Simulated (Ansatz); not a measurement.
# CuI, space group P-3m1: a convergence test of the k-point mesh

Computed with Ansatz 0.2.0, Python API.

The script reads `cui.cif`:
```cif
data_CuI
_cell_length_a 4.128618
_cell_length_b 4.128618
_cell_length_c 7.478106
_cell_angle_alpha 90.00000
_cell_angle_beta 90.00000
_cell_angle_gamma 120.00000
_symmetry_space_group_name_H-M 'P 1'
_symmetry_Int_Tables_number 1
loop_
_symmetry_equiv_pos_as_xyz
'x, y, z'
loop_
_atom_site_label
_atom_site_type_symbol
_atom_site_fract_x
_atom_site_fract_y
_atom_site_fract_z
Cu1 Cu    0.666667    0.333333    0.589952
Cu2 Cu    0.333333    0.666667    0.410048
I3 I    0.333333    0.666667    0.754748
I4 I    0.666667    0.333333    0.245252
```

Run as a notebook:

```python
import ansatz as az
from ase.io import read
import pandas as pd
```

```python
atoms = read('cui.cif')
xtal = az.Crystal.from_ase(atoms)
```

```python
model = xtal.calculation()
model = model.functional('pbesol')
model = model.pseudopotentials('paw')
model = model.basis(470)
model = model.occupations('fixed')
model = model.scf(max_iterations=90)
model = model.stress()
```

```python
rows = []
for value in [1.0, 0.6, 0.4, 0.3]:
    summary = model.kpoints(spacing=value).run(threads=1).report
    rows.append((value, summary['free_energy_ev'] / len(summary['lattice']['sites']), summary['n_iterations'], sum(summary['stress_gpa'][i][i] for i in range(3)) / 3, summary['n_kpoints']))
```

    DeckWarning: the atoms were moved onto the symmetric positions of the space group found under crystal.symmetry.tolerance 1.0e-5 (fractional; no operation is sought that the atoms, as they stand in a round, miss by more than twice it, and no atom is moved by as much as it), and the run uses the moved positions. Before [...]

```python
table = pd.DataFrame(rows, columns=['spacing (1/A)', 'F/atom (eV)', 'iterations', 'P (GPa)', 'k-points'])
table.round(5)
```

       spacing (1/A)  F/atom (eV)  iterations  P (GPa)  k-points
    0            1.0  -7010.41932           9  1.00608         2
    1            0.6  -7010.60623           9 -0.98366         6
    2            0.4  -7010.65200           8 -1.67173        12
    3            0.3  -7010.65373           8 -1.70894        17

```python
for row in rows[:-1]:
    shift = 1000 * (row[1] - rows[-1][1])
    print(f'{row[0]}: {shift:+.2f} meV/atom' + ('  (within 2 meV)' if abs(shift) < 2 else ''))
```

    1.0: +234.41 meV/atom
    0.6: +47.50 meV/atom
    0.4: +1.72 meV/atom  (within 2 meV)

From a spacing of 0.4 (5×5×3) on it stays within 2 meV an atom of the value at a spacing of 0.3 (6×6×3); the first row (a spacing of 1.0 (2×2×1)) is off by 234.4 meV and the last but one by 1.72 meV. That rests on few rows after larger swings, so the series isn't shown to be converged. The pressure moves from 1.01 to -1.71 GPa.

What to keep in mind:
- Pressure is positive in compression.
- Without a Hubbard U or exact exchange, semilocal functionals often make such 3d compounds metallic or too weakly gapped.
- This cell is a computed structure, which may not be the phase found in nature.
- Warnings are shown shortened and without file and line.
- Shifts are counted from the finest mesh, which is itself no proven limit.
- The whole script took 12 s on 1 thread of Arm Neoverse V2, with other jobs on the host, peak memory 0.52 GiB.
